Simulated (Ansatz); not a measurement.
Input of an Ansatz 0.2.0 run:

File input.yaml:

```yaml
crystal:
  lattice:
    - [2.67, 0.0, 0.0]
    - [-1.335, 2.3122878281, 0.0]
    - [0.0, 0.0, 4.966]
  atoms:
    - { symbol: Zn, position: [0.6666666667, 0.3333333333, 0.75], spin: 0.875 }
    - { symbol: Zn, position: [0.3333333333, 0.6666666667, 0.25], spin: 0.125 }
kpoints:
  mp_grid: { grid: [11, 11, 6] }
scf:
  occupations: { method: gaussian, width: 0.1 }
hamiltonian:
  xc: { exchange: slater, correlation: vwn5 }
  pseudopotentials: { kind: all_electron, lapw: { basis_error: 0.0001 } }
magnetization:
  spin_polarized: true
  initial_magnetization: 1.0
  spin_locking: { lock_magnetization: hard }
output: {}
phonons:
  method: fd
  supercell: [1, 1, 1]
```

Potentials or basis: all-electron LAPW, scalar-relativistic.

The run is started by

```console
$ ansatz run input.yaml --threads 1 --pin off --max-ram 2560MiB --backend cpu --events-out ev --progress --plain --runs-dir out
```

(1) What does it give for the highest phonon frequency at Γ?

Results:

(1) 125 cm⁻¹.

Caveat: a metal's response needs a denser mesh; the total moment is fixed, so each spin has its own Fermi level.
